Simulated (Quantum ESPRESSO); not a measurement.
Crystal: Hg.

```
Hg
1.0
    -1.87674    1.87674    1.91684
     1.87674   -1.87674    1.91684
     1.87674    1.87674   -1.91684
Hg
1
Direct
  0.50000 0.50000 0.00000
```

| Item | Value |
| --- | --- |
| Program | Quantum ESPRESSO 7.5 |
| Task | single point |
| Functional | PBE |
| Potentials or basis | SSSP 1.3 efficiency PBE |
| Cutoff | 816 eV |
| Density cutoff | 3265 eV |
| k mesh | 10 × 10 × 10 |
| Occupations | fermi-dirac, width 0.05 eV |
| Spin | no spin polarisation |

On this cell: pressure 1.2 GPa; band gap on the k mesh none (metal or under the smearing width).

The same run follows on a disturbed copy (cell strained at random at fixed volume):

```
Hg
1.0
    -1.91296    1.85608    1.92149
     1.87501   -1.89581    1.92322
     1.89161    1.87446   -1.96038
Hg
1
Direct
  0.49875 0.49348 0.99515
```

Question: What does the disturbed cell give?

Answer: The energy (extrapolated to zero smearing) moves by +0.1 meV/atom; pressure 1.1 GPa; band gap on the k mesh none (metal or under the smearing width).

Stress tensor (GPa, compression positive):
```
1.16 0.04 0.13
0.04 0.95 0.13
0.13 0.13 1.23
```
